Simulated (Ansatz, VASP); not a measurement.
**One calculation of Si4N3, two programs**

```
Si N
1.0
     4.04152    0.00000    0.00000
     0.00000    4.04152    0.00000
     0.00000    0.00000    4.04152
Si N
4 3
Direct
  0.24569 0.24569 0.75431
  0.75431 0.75431 0.75431
  0.24569 0.75431 0.24569
  0.75431 0.24569 0.24569
  0.00000 0.00000 0.50000
  0.50000 0.00000 0.00000
  0.00000 0.50000 0.00000
```

Alike in both runs: task relaxation of cell and atoms; functional PBE; k mesh 4 × 4 × 4; occupations gaussian, width 0.1 eV; no spin polarisation.

```csv
,VASP,Ansatz
version,VASP 6.6.1,Ansatz 0.2.0
potentials or method,"VASP PAW PBE potentials, release 64 (Si, N)","scalar-relativistic, plane waves, PAW"
plane-wave cutoff (eV),600,420
valence electrons in the cell,31,31
```

Ansatz gave:

- gap on the k mesh at the Fermi level, each at its own relaxed structure (eV): none
- relaxed volume (Å³/atom): 10.32
- relaxed cell length with the largest relative difference (Å): 4.165
- energy change over the relaxation (meV/atom): -676

Question: Which values does VASP return?

Answer: gap on the k mesh at the Fermi level, each at its own relaxed structure (eV): none; relaxed volume (Å³/atom): 10.31; relaxed cell length with the largest relative difference (Å): 4.164; energy change over the relaxation (meV/atom): -673.

A gap of «none» marks a metal or a gap that the smearing closes.

Caveats: the k mesh is coarse (spacing up to 0.39 Å⁻¹), so the values aren't converged.
